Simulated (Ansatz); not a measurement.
Here is an Ansatz 0.2.0 calculation.

Contents of input.yaml:

```yaml
crystal:
  lattice:
    - [3.1831225544, 0.0, 0.0]
    - [-1.5915612772, 2.7566649955, 0.0]
    - [0.0, 0.0, 35.1805582101]
  atoms:
    - { symbol: W, position: [0.3333333333, 0.6666666667, 0.59231661] }
    - { symbol: W, position: [0.3333333333, 0.6666666667, 0.2234] }
    - { symbol: W, position: [0.6666666667, 0.3333333333, 0.7766] }
    - { symbol: W, position: [0.6666666667, 0.3333333333, 0.40768339] }
    - { symbol: S, position: [0.3333333333, 0.6666666667, 0.82114964] }
    - { symbol: S, position: [0.3333333333, 0.6666666667, 0.45202369] }
    - { symbol: S, position: [0.6666666667, 0.3333333333, 0.63662107] }
    - { symbol: S, position: [0.6666666667, 0.3333333333, 0.26774184] }
    - { symbol: S, position: [0.3333333333, 0.6666666667, 0.73225816] }
    - { symbol: S, position: [0.3333333333, 0.6666666667, 0.36337893] }
    - { symbol: S, position: [0.6666666667, 0.3333333333, 0.54797631] }
    - { symbol: S, position: [0.6666666667, 0.3333333333, 0.17885036] }
hamiltonian:
  xc: pbesol
  pseudopotentials: { kind: paw }
kpoints:
  mp_grid: { grid: [10, 10, 1] }
  band_path:
    path:
      - [[0.0, 0.0, 0.0], [0.5, 0.0, 0.0], [0.3333333333, 0.3333333333, 0.0], [0.0, 0.0, 0.0], [0.0, 0.0, 0.5], [0.5, 0.0, 0.5], [0.3333333333, 0.3333333333, 0.5], [0.0, 0.0, 0.5]]
      - [[0.5, 0.0, 0.5], [0.5, 0.0, 0.0]]
      - [[0.3333333333, 0.3333333333, 0.0], [0.3333333333, 0.3333333333, 0.5]]
    npoints: 10
scf:
  occupations: { method: fermi_dirac, width: 0.05 }
  n_extra_bands: 30
output:
  forces: true
  stress: true
  eigenvalues: true
  fatbands: false
```

Potentials or basis: Ansatz PAW.

Launch:

```bash
$ ansatz run input.yaml --threads 4 --pin off --max-ram 11264MiB --backend cpu --events-out ev --progress --plain --runs-dir out
```

(1) Estimate the band gap along the path.

(2) Predict the largest force.

(3) Predict the band gap on the k mesh.

## Answers

(1) 1.30 eV, indirect (least direct gap 1.74 eV).

(2) 0.264 eV/Å.

(3) 1.39 eV, indirect (least direct gap 2.10 eV).

Caveat: the k mesh misses the band edges, so the gap on the mesh is wider than the one along the path; spin-orbit coupling is left out, which moves the levels of the heavy elements; the PAW data sets come from PBE, with cores solved anew for the run's functional, which leaves a small shift of forces and pressure.
